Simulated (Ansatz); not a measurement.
# SnO: the cost of one run

Program: Ansatz 0.2.0. Level of theory: DFT PBE, scalar-relativistic, plane waves, PAW. These are calculated values, not measurements.

### Step 1. Starting point

The structure is orthorhombic, space group Cmc2_1 (No. 36). Conventional cell: a = 5.000 Å, b = 5.720 Å, c = 11.120 Å, α = 90.00°, β = 90.00°, γ = 90.00°. Around Sn (site symmetry m) lie 2 O at 2.15 Å. Sn (site symmetry m) has 2 O at 1.99 Å as nearest neighbours. Around O (site symmetry 1) lie 1 O at 1.80 Å and 2 Sn at 1.99 to 2.15 Å.

Coordinates:

```cif
data_structure
_symmetry_space_group_name_H-M 'Cmc2_1'
_symmetry_Int_Tables_number 36
_cell_length_a 5.0000
_cell_length_b 5.7200
_cell_length_c 11.1200
_cell_angle_alpha 90.000
_cell_angle_beta 90.000
_cell_angle_gamma 90.000
_cell_volume 318.03
loop_
_atom_site_label
_atom_site_type_symbol
_atom_site_symmetry_multiplicity
_atom_site_Wyckoff_symbol
_atom_site_fract_x
_atom_site_fract_y
_atom_site_fract_z
_atom_site_occupancy
Sn1 Sn 4 a 0.00000 0.00000 0.00000 1
Sn2 Sn 4 a 0.50000 0.94100 0.74600 1
O1 O 8 b 0.32000 0.75000 0.62000 1
```

The runs take a perfect supercell of 64 atoms; the defect goes to fractional position (0.833, 0.750, 0.500).

### Step 2. The perfect supercell

input.yaml

```yaml
crystal:
  lattice:
    - [-10.0, 0.0, 0.0]
    - [0.0, -11.44, 0.0]
    - [0.0, 5.72, 11.12]
  atoms:
    - { symbol: Sn, position: [0.0, 0.0, 0.0] }
    - { symbol: Sn, position: [0.0, 0.5, 0.0] }
    - { symbol: Sn, position: [0.75, 0.75, 0.0] }
    - { symbol: Sn, position: [0.75, 0.25, 0.0] }
    - { symbol: Sn, position: [0.5, 0.5, 0.0] }
    - { symbol: Sn, position: [0.5, 0.0, 0.0] }
    - { symbol: Sn, position: [0.25, 0.25, 0.0] }
    - { symbol: Sn, position: [0.25, 0.75, 0.0] }
    - { symbol: Sn, position: [0.0, 0.25, 0.5] }
    - { symbol: Sn, position: [0.0, 0.75, 0.5] }
    - { symbol: Sn, position: [0.75, 0.0, 0.5] }
    - { symbol: Sn, position: [0.75, 0.5, 0.5] }
    - { symbol: Sn, position: [0.5, 0.75, 0.5] }
    - { symbol: Sn, position: [0.5, 0.25, 0.5] }
    - { symbol: Sn, position: [0.25, 0.5, 0.5] }
    - { symbol: Sn, position: [0.25, 0.0, 0.5] }
    - { symbol: Sn, position: [0.75, 0.1565, 0.254] }
    - { symbol: Sn, position: [0.75, 0.6565, 0.254] }
    - { symbol: Sn, position: [0.5, 0.9065, 0.254] }
    - { symbol: Sn, position: [0.5, 0.4065, 0.254] }
    - { symbol: Sn, position: [0.25, 0.6565, 0.254] }
    - { symbol: Sn, position: [0.25, 0.1565, 0.254] }
    - { symbol: Sn, position: [0.0, 0.4065, 0.254] }
    - { symbol: Sn, position: [0.0, 0.9065, 0.254] }
    - { symbol: Sn, position: [0.75, 0.3475, 0.754] }
    - { symbol: Sn, position: [0.75, 0.8475, 0.754] }
    - { symbol: Sn, position: [0.5, 0.0975, 0.754] }
    - { symbol: Sn, position: [0.5, 0.5975, 0.754] }
    - { symbol: Sn, position: [0.25, 0.8475, 0.754] }
    - { symbol: Sn, position: [0.25, 0.3475, 0.754] }
    - { symbol: Sn, position: [0.0, 0.5975, 0.754] }
    - { symbol: Sn, position: [0.0, 0.0975, 0.754] }
    - { symbol: O, position: [0.66, 0.315, 0.38] }
    - { symbol: O, position: [0.66, 0.815, 0.38] }
    - { symbol: O, position: [0.41, 0.065, 0.38] }
    - { symbol: O, position: [0.41, 0.565, 0.38] }
    - { symbol: O, position: [0.16, 0.815, 0.38] }
    - { symbol: O, position: [0.16, 0.315, 0.38] }
    - { symbol: O, position: [0.91, 0.565, 0.38] }
    - { symbol: O, position: [0.91, 0.065, 0.38] }
    - { symbol: O, position: [0.84, 0.315, 0.88] }
    - { symbol: O, position: [0.84, 0.815, 0.88] }
    - { symbol: O, position: [0.59, 0.065, 0.88] }
    - { symbol: O, position: [0.59, 0.565, 0.88] }
    - { symbol: O, position: [0.34, 0.815, 0.88] }
    - { symbol: O, position: [0.34, 0.315, 0.88] }
    - { symbol: O, position: [0.09, 0.565, 0.88] }
    - { symbol: O, position: [0.09, 0.065, 0.88] }
    - { symbol: O, position: [0.84, 0.315, 0.38] }
    - { symbol: O, position: [0.84, 0.815, 0.38] }
    - { symbol: O, position: [0.59, 0.065, 0.38] }
    - { symbol: O, position: [0.59, 0.565, 0.38] }
    - { symbol: O, position: [0.34, 0.815, 0.38] }
    - { symbol: O, position: [0.34, 0.315, 0.38] }
    - { symbol: O, position: [0.09, 0.565, 0.38] }
    - { symbol: O, position: [0.09, 0.065, 0.38] }
    - { symbol: O, position: [0.66, 0.315, 0.88] }
    - { symbol: O, position: [0.66, 0.815, 0.88] }
    - { symbol: O, position: [0.41, 0.065, 0.88] }
    - { symbol: O, position: [0.41, 0.565, 0.88] }
    - { symbol: O, position: [0.16, 0.815, 0.88] }
    - { symbol: O, position: [0.16, 0.315, 0.88] }
    - { symbol: O, position: [0.91, 0.565, 0.88] }
    - { symbol: O, position: [0.91, 0.065, 0.88] }
basis:
  ecutwfc: 420
  fft_grid_basis: typed
kpoints:
  mp_grid: { grid: [1, 1, 1] }
hamiltonian:
  xc: pbe
  pseudopotentials: { kind: paw }
scf:
  occupations: { method: gaussian, width: 0.05 }
output:
  forces: true
  stress: false
  eigenvalues: true
  bader: false
  write_density: true
  volumetric_format: npy
```

Launch:

```bash
> ansatz run input.yaml --threads 8 --pin off --max-ram 16384MiB --backend cpu --events-out ev --progress --plain --runs-dir out
```

**Question.** How long does this run take on 8 threads of Arm Neoverse V2, shared host, and how much memory does it need?

About 7.4 s, with a peak of 1.7 GiB.
